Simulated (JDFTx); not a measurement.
Crystal: BN.

```xyz
2
Lattice="0.0000 1.8130 1.8130 1.8130 0.0000 1.8130 1.8130 1.8130 0.0000" Properties=species:S:1:pos:R:3 pbc="T T T"
N     0.9065    0.9065    0.9065
B     0.0000    0.0000    0.0000
```

The cell is a database's computed one.

Program: JDFTx 1.7.0 (patched build). Alike in all runs: no spin polarisation; cell as given; k mesh 13 × 13 × 13; smearing fermi-dirac 0.05 eV. Hardware: 1 thread of Intel(R) Xeon(R) 6975P-C (Granite Rapids) (shared host).

**Question.** Order these runs on this cell by their wall time, lowest first.
A. task band structure; level r2SCAN; potentials or basis SG15-PBE-1.2; cutoff (eV) 1088; band ratio of the Davidson solver 1.3; max SCF steps 30; SCF threshold on the energy 1e-06 Ha; solver of the electrons minimize; further solve for the empty bands no
B. task single point; level PBE; potentials or basis PseudoDojo-SR-PBE-0.5-standard; cutoff (eV) 1143; max SCF steps 100; SCF threshold on the energy 1e-09 Ha; solver of the electrons scf; further solve for the empty bands yes
C. task single point; level SCAN; potentials or basis SG15-PBE-1.2; cutoff (eV) 1088; max SCF steps 100; SCF threshold on the energy 1e-09 Ha; solver of the electrons scf; further solve for the empty bands yes
D. task band structure; level PBE; potentials or basis PseudoDojo-SR-PBE-0.5-standard; cutoff (eV) 1143; band ratio of the Davidson solver 1.3; max SCF steps 30; SCF threshold on the energy 1e-06 Ha; solver of the electrons minimize; further solve for the empty bands no

**Answer.** D (2.8 s), A (6.8 s), B (14 s), C (42 s).

Not every run made on this cell is shown here.
